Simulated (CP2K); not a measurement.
Runs of CP2K 2026.2 on Pd. The structure is hexagonal, space group P6_3/mmc (No. 194). Conventional cell: a = 2.784 Å, b = 2.784 Å, c = 4.629 Å, α = 90.00°, β = 90.00°, γ = 120.00°. Pd (site symmetry -6m2) has 12 Pd at 2.78 to 2.82 Å as nearest neighbours. This isn't the form of Pd at room conditions, which is fcc.

```tsv
task	level	potentials or basis	cell	k mesh	smearing	EPS_DEFAULT	k points reduced by the point group	NGRIDS	basis sets	potentials	gap on the mesh (eV)	pressure (GPa)	largest force (eV/Å)
band structure	r2SCAN	POTENTIAL_UZH Pd GTH-SCAN-q18; TZVP-MOLOPT-SCAN-GTH basis	as given	11 × 11 × 6	fermi-dirac 0.0259 eV	1.0E-9	yes	4	Pd TZVP-MOLOPT-SCAN-GTH-q18	Pd GTH-SCAN-q18 of POTENTIAL_UZH	none	-0.2	(b)
band structure	LDA	GTH_POTENTIALS Pd GTH-PADE-q18; TZVP-MOLOPT-PBE-GTH basis	as given	11 × 11 × 6	fermi-dirac 0.05 eV	1.0E-10	yes	4	Pd TZVP-MOLOPT-PBE-GTH-q18	Pd GTH-PADE-q18 of GTH_POTENTIALS	none	-19.6	-
band structure	LDA-VWN	GTH_POTENTIALS Pd GTH-PADE-q18; DZVP-MOLOPT-PBE-GTH basis	as given	11 × 11 × 6	fermi-dirac 0.05 eV	1.0E-9	yes	4	Pd DZVP-MOLOPT-PBE-GTH-q18	Pd GTH-PADE-q18 of GTH_POTENTIALS	none	-15.9	-
band structure	LDA-VWN	GTH_POTENTIALS Pd GTH-PADE-q18; TZVP-MOLOPT-SR-GTH basis	as given	8 × 8 × 5	gaussian 0.1 eV	1.0E-10	-	4	Pd TZVP-MOLOPT-SR-GTH-q18	Pd GTH-PADE-q18 of GTH_POTENTIALS	none	(a)	-
relaxation of cell and atoms	LDA	GTH_POTENTIALS Pd GTH-PADE-q18; TZVP-MOLOPT-PBE-GTH basis	relaxed	8 × 8 × 5	fermi-dirac 0.1 eV	1.0E-9	-	5	Pd TZVP-MOLOPT-PBE-GTH-q18	Pd GTH-PADE-q18 of GTH_POTENTIALS	none	0.0	0.04
relaxation of cell and atoms	LDA	GTH_POTENTIALS Pd GTH-PADE-q18; TZVP-MOLOPT-PBE-GTH basis	relaxed	8 × 8 × 5	fermi-dirac 0.0259 eV	1.0E-9	-	4	Pd TZVP-MOLOPT-PBE-GTH-q18	Pd GTH-PADE-q18 of GTH_POTENTIALS	none	0.0	0.05
```

Alike in all rows: no spin polarisation.

Estimate the missing entries.

(a) -21.0; (b) 0.01.

Caveats: the basis of atomic orbitals isn't converged, which shifts pressures, moduli and gaps; so large a pressure means that the cell lies far from this level's equilibrium, or that cutoff or potentials fall short (some runs); more than 0.5 GPa of stress was left at the end, so the final cell isn't listed (some runs).

A k mesh can miss the band edges, and the runs leave out spin-orbit coupling on Pd.

A gap of «none» marks a metal or a gap under the smearing width.

Not every run made on this cell is shown here.
